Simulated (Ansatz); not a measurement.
The cell comes from COD entry 1539063, which wasn't checked; take it as a given geometry. The listed cell was then made from it by scaling, straining or moving an atom.

HfN: DFT, LDA, all-electron PAW with datasets made for the crystal, scalar-relativistic (Ansatz 0.2.0). What sets it apart from a plain run of this crystal: volume scaled by 1.01.

Command: `ansatz run input.yaml --threads 1 --pin off --max-ram 3072MiB --backend cpu --events-out ev --progress --plain --runs-dir out` The run took 6.3 s on 1 thread of Intel(R) Xeon(R) 6975P-C (Granite Rapids), on a shared host, peak memory 0.51 GiB.

```yaml
crystal:
  lattice:
    - [0.0, 2.2665050385, 2.2665050385]
    - [2.2665050385, 0.0, 2.2665050385]
    - [2.2665050385, 2.2665050385, 0.0]
  atoms:
    - { symbol: Hf, position: [0.0, 0.0, 0.0] }
    - { symbol: "N", position: [0.5, 0.5, 0.5] }
kpoints:
  mp_grid: { grid: [10, 10, 10] }
scf:
  occupations: { method: fermi_dirac, width: 0.03 }
hamiltonian:
  xc: lda
  pseudopotentials: { kind: all_electron, datasets: crystal }
output:
  forces: true
  stress: true
  eigenvalues: true
  efg: { contact_densities: true }
```

Output (standing set-up lines are left out):

```
hamiltonian.pseudopotentials.datasets: crystal makes datasets for this crystal and solves the spheres of its atoms anew in each pass: cutoff 420.0 eV, the density's 1680.0 eV; for an error of 0.50 meV an atom under PBE, 1.0 meV for the cell; an energy difference from a run of another recipe may be off by several times the error for the cell, under r2SCAN by more, where some 0.1 meV an atom stays at smaller errors; N in spheres of 0.926 Å, 5 of its electrons in bands; Hf in spheres of 1.334 Å, 26 of its electrons in bands
Crystal: 2 atoms, lattice volume = 23.286 Å³
Space group: Fm-3m (ITA 225), of the structure as read, at distance tolerance 2.9e-5 Å
iter 1 solved again at ethr=2.32e-2 eV; its pass at ethr=1.00e-1 eV (dr2=7.21e0 eV) is discarded
SCF iter   1: F=—  HF=-411491.558196 eV  |F-HF|=—  |Δ(HF+E_count)|=         —  Δρ=1.53e-1  dr2=6.82e0  ethr=2.32e-2  ⟨swp⟩=2.0  Hψ=5239  notcnv=0
preconditioner: auto → none  [insulator: Δε(μ)=0.149 eV  Ē_g=20.352 eV  σ=0.030 eV  W_gap=0.66  n_scr=14 (ndim 8)  ℏωp=41.4 eV  f_vac=0.000  D(μ)=0.29/eV (n_scr^D=0)  ε∞_Penn≈5.1]
SCF iter   2: F=—  HF=-411490.751008 eV  |F-HF|=—  |Δ(HF+E_count)|=   8.07e-1  Δρ=1.35e-1  dr2=3.87e0  ethr=2.20e-2  ⟨swp⟩=3.1  Hψ=2573  notcnv=0
iter 3 solved again at ethr=2.21e-4 eV; its pass at ethr=1.25e-2 eV (dr2=6.86e-2 eV) is discarded
SCF iter   3: F=—  HF=-411489.851546 eV  |F-HF|=—  |Δ(HF+E_count)|=   8.99e-1  Δρ=1.81e-2  dr2=6.90e-2  ethr=2.21e-4  ⟨swp⟩=2.0  Hψ=4363  notcnv=0
SCF iter   4: F=—  HF=-411489.841495 eV  |F-HF|=—  |Δ(HF+E_count)|=   1.01e-2  Δρ=5.49e-3  dr2=7.14e-3  ethr=2.21e-4  ⟨swp⟩=3.0  Hψ=2381  notcnv=0
SCF iter   5: F=—  HF=-411489.838629 eV  |F-HF|=—  |Δ(HF+E_count)|=   2.87e-3  Δρ=1.38e-3  dr2=5.41e-4  ethr=2.30e-5  ⟨swp⟩=3.0  Hψ=3132  notcnv=0
SCF iter   6: F=—  HF=-411489.839902 eV  |F-HF|=—  |Δ(HF+E_count)|=   1.27e-3  Δρ=1.39e-3  dr2=6.64e-4  ethr=1.75e-6  ⟨swp⟩=3.0  Hψ=2844  notcnv=0
SCF iter   7: F=—  HF=-411489.839710 eV  |F-HF|=—  |Δ(HF+E_count)|=   1.92e-4  Δρ=1.39e-4  dr2=4.93e-6  ethr=1.75e-6  ⟨swp⟩=2.7  Hψ=1857  notcnv=0
SCF iter   8: F=—  HF=-411489.839707 eV  |F-HF|=—  |Δ(HF+E_count)|=   2.51e-6  Δρ=6.15e-5  dr2=1.01e-6  ethr=1.59e-8  ⟨swp⟩=3.0  Hψ=1940  notcnv=0
SCF iter   9: F=—  HF=-411489.839707 eV  |F-HF|=—  |Δ(HF+E_count)|=   3.23e-7  Δρ=1.48e-5  dr2=6.87e-8  ethr=3.27e-9  ⟨swp⟩=2.3  Hψ=1790  notcnv=0
SCF iter  10: F=-411489.839707 eV  HF=-411489.839707 eV  |F-HF|=1.16e-10  |Δ(HF+E_count)|=   2.24e-8  Δρ=1.03e-6  dr2=2.42e-10  ethr=2.22e-10  ⟨swp⟩=2.8  Hψ=1830  notcnv=0
SCF 1 converged in 10 iterations: F = -411489.839708 eV  dr2 = 2.42e-10
  Residual-converged pass: ⟨swp⟩=2.9  Hψ=1848  notcnv=0  max |occ|·‖R‖ = 5.2e-6 eV (tolerance 5.3e-6 eV)  dr2=2.37e-10  dr2_onsite=4.74e-10  max |Δocc| = 5.3e-11
  greatest PAW one-centre occupation: 0.999 electrons in one spin orbital (limit 2), on the Hf atom at site 0 (counted from 0), in its partial waves of l = 3
SCF converged after 10 iterations
Free energy (F): -411489.839708 eV
Harris-Foulkes:  -411489.839708 eV  (|F-HF|=1.16e-10)
Internal energy: -411489.837051 eV  (E = F + TS)
E sigma→0 (E₀):  -411489.838379 eV
Entropy (-TS):   -0.002656 eV (-1.328 meV/atom)
Past the cutoff: the bands carry plane waves up to 1.75 times it, of which those up to 1.5 times it add -0.000365 eV an atom, each by itself; the spheres take 0.000231 eV an atom off the energy for waves past 1.75 times it
By the cutoff:   a pressure is off by up to 0.008 GPa (1.2 times the spheres' own share and the shells' term, over an atom's volume, and 0.004 GPa: a bound that held against runs at twice the plane waves)
Past the cutoffs: a stress includes 0.0011 GPa for waves and charges beyond them, in addition to the slope of what the spheres take
In the spheres:  the bands' charges fall short by 1.1e-6 e at most (sound up to 1e-3)
Fermi energy:    23.618417 eV
--- Per-component energies (eV) ---
  The terms above E_closure are by the made datasets' own strengths, without shells solved beside the bands.
--- Forces (eV/Å), atoms counted from 1 ---
  atom   1  Hf    -0.00000000     0.00000000     0.00000000
  atom   2  N      0.00000000    -0.00000000    -0.00000000
  max |Σ_I F_I| component: 1.15e-29 eV/Å
--- Stress (GPa, compression-positive) ---
      -11.801339       0.000000       0.000000
        0.000000     -11.801339       0.000000
       -0.000000       0.000000     -11.801339
  P = ⅓ Tr σ = -11.8013 GPa (-118.013 kbar)
--- PAW observables at the nuclei: V_zz in 10²¹ V/m², potentials from the cell's mean, atoms counted from 1 ---
  atom   1  Hf V_zz =    +0.000000   η = 0.0000   by run symmetry: forbidden
            electrostatic potential = -14180.794118 V   contact ρ = 7496479.244360 e/Å³
  atom   2  N  V_zz =    -0.000000   η = 0.0000   by run symmetry: forbidden
            electrostatic potential = -525.611834 V   contact ρ = 1390.845516 e/Å³
--- Band table (eV; the first three rows and the last of 47) ---
  k-point 0: bands = ["-39.0963", "-7.5078", "-7.5078", "-7.5078", "6.3682", "10.9037", "10.9037", "10.9037", "10.9363", "11.0321", "11.0321", "11.0321", "20.7196", "20.7196", "20.7196", "23.1859", "23.1859", "23.1859", "25.3991", "25.4574"]
  k-point 1: bands = ["-39.0907", "-7.6051", "-7.5161", "-7.5161", "6.5905", "10.9064", "10.9117", "10.9117", "10.9411", "11.0252", "11.0252", "11.0324", "19.7924", "20.1545", "20.1545", "23.4423", "23.5146", "23.5146", "26.0835", "26.1985"]
  k-point 2: bands = ["-39.0761", "-7.8506", "-7.5375", "-7.5375", "7.1842", "10.9219", "10.9335", "10.9335", "10.9553", "11.0083", "11.0083", "11.0331", "18.1254", "19.1326", "19.1326", "23.8570", "24.3244", "24.3244", "27.4986", "27.8514"]
  k-point 46: bands = ["-39.0181", "-8.1242", "-7.9779", "-7.8417", "7.9858", "10.9537", "10.9616", "10.9655", "10.9857", "10.9876", "11.0115", "11.0462", "17.7230", "18.1394", "18.2943", "23.5629", "25.8609", "28.8749", "28.9984", "29.7165"]
```

Spin polarisation is left out, and whether a magnetic state lies lower isn't shown here.
